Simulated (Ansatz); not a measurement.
# MoS2: the cost of one run

Method: DFT PBE+D3(BJ), scalar-relativistic, plane waves, PAW, and further levels as typed in the inputs, in Ansatz 0.2.0.

## Step 1: The structure to begin with

Symmetry: P-3m1, No. 164, trigonal system. Conventional cell: a = 3.160 Å, b = 3.160 Å, c = 27.277 Å, α = 90.00°, β = 90.00°, γ = 120.00°. S (site symmetry 3m) is surrounded by 3 Mo at 2.40 Å. Mo (site symmetry 3m) is surrounded by 6 S at 2.40 Å.

Coordinates:

```cif
data_structure
_symmetry_space_group_name_H-M 'P 1'
_symmetry_Int_Tables_number 1
_cell_length_a 3.1600
_cell_length_b 3.1600
_cell_length_c 27.2770
_cell_angle_alpha 90.000
_cell_angle_beta 90.000
_cell_angle_gamma 120.000
_cell_volume 235.89
loop_
_atom_site_label
_atom_site_type_symbol
_atom_site_fract_x
_atom_site_fract_y
_atom_site_fract_z
_atom_site_occupancy
S1 S 0.66667 0.33333 0.32995 1
Mo1 Mo 0.33333 0.66667 0.38732 1
S2 S 0.66667 0.33333 0.44470 1
S3 S 0.33333 0.66667 0.55530 1
Mo2 Mo 0.66667 0.33333 0.61268 1
S4 S 0.33333 0.66667 0.67005 1
```

## Step 2: Relaxing the atoms: Mo2S4 sheet, no spin

Contents of input.yaml:

```yaml
crystal:
  lattice:
    - [3.16, 0.0, 0.0]
    - [-1.58, 2.736640276, 0.0]
    - [0.0, 0.0, 27.277]
  atoms:
    - { symbol: S, position: [0.6666666667, 0.3333333333, 0.3299483081] }
    - { symbol: Mo, position: [0.3333333333, 0.6666666667, 0.3873226528] }
    - { symbol: S, position: [0.6666666667, 0.3333333333, 0.4446969975] }
    - { symbol: S, position: [0.3333333333, 0.6666666667, 0.5553030025] }
    - { symbol: Mo, position: [0.6666666667, 0.3333333333, 0.6126773472] }
    - { symbol: S, position: [0.3333333333, 0.6666666667, 0.6700516919] }
  periodic: [true, true, false]
scf:
  occupations: { method: gaussian, width: 0.02 }
  n_extra_bands: 6
output:
  forces: true
  stress: false
  write_density: true
  write_potential: true
  elf: true
  volumetric_format: npy
kpoints:
  mp_grid: { grid: [12, 12, 1] }
hamiltonian:
  xc: pbe
  dispersion: d3bj
relax:
  f_tol: 0.004
  max_steps: 100
```

Started as:

```
$ ansatz run input.yaml --threads 4 --pin off --max-ram 14336MiB --backend cpu --events-out ev --progress --plain --runs-dir out
```

**Question.** How long does this run take on 4 threads of Intel Xeon 6975P-C (Granite Rapids), shared host, and how much memory does it need?

About 14 s, with a peak of 0.84 GiB.
